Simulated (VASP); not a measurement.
The system is CdSe.

```
CELL_PARAMETERS angstrom
0.00000 3.07027 3.07027
3.07027 0.00000 3.07027
3.07027 3.07027 0.00000
ATOMIC_POSITIONS crystal
Cd 0.00000 0.00000 0.00000
Se 0.25000 0.25000 0.25000
```

Measurements of this composition are mostly on another form, of space group No. 186.

Base run:

```yaml
Program: VASP 6.6.1
Functional: PBE
Potentials_or_basis: VASP PAW PBE potentials, release 64 (Cd, Se)
Cutoff: 520 eV
k_mesh: 8 × 8 × 8
Occupations: gaussian, width 0.025 eV
Spin: no spin polarisation
```

Its results: band gap on the k mesh 0.55 eV, direct.

Task: The run is repeated on the same cell with these changes: functional from PBE to TB-mBJ; occupations from gaussian, width 0.025 eV to gaussian, width 0.02 eV. What comes out?

Result: Band gap on the k mesh 1.89 eV, direct.
